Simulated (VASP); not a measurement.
Crystal: SrTe.

```xyz
2
Lattice="0.0000 3.4524 3.4524 3.4524 0.0000 3.4524 3.4524 3.4524 0.0000" Properties=species:S:1:pos:R:3 pbc="T T T"
Sr    0.0000    0.0000    0.0000
Te    3.4524    3.4524    3.4524
```

The cell was built by a generator and needn't be a form met in nature.

* Program: VASP 6.6.1
* Task: relaxation of cell and atoms
* Functional: PBE
* Potentials or basis: VASP PAW PBE potentials, release 64 (Sr_sv, Te)
* Cutoff: 600 eV
* k mesh: 6 × 6 × 6
* Occupations: fermi-dirac, width 0.02 eV
* Spin: no spin polarisation

At the start: pressure -2.2 GPa; volume 41.15 Å³/atom.

Question: How do energy, volume and symmetry change on relaxing?

Answer: Over 3 steps the energy falls by 22.6 meV/atom and the volume is 38.02 Å³/atom (-7.6 %); space group Fm-3m (No. 225, to 0.05 Å).

The path:
```tsv
step	energy change (eV)	largest force (eV/Å)	pressure (GPa)	volume (Å³)
1	0.0000	0.0000	-2.16	82.30
2	-0.0451	0.0000	0.08	75.86
3	-0.0452	0.0000	0.00	76.04
```

Final structure:
```
CELL_PARAMETERS angstrom
0.00000 3.36262 3.36262
3.36262 0.00000 3.36262
3.36262 3.36262 0.00000
ATOMIC_POSITIONS crystal
Sr 0.00000 0.00000 0.00000
Te 0.50000 0.50000 0.50000
```
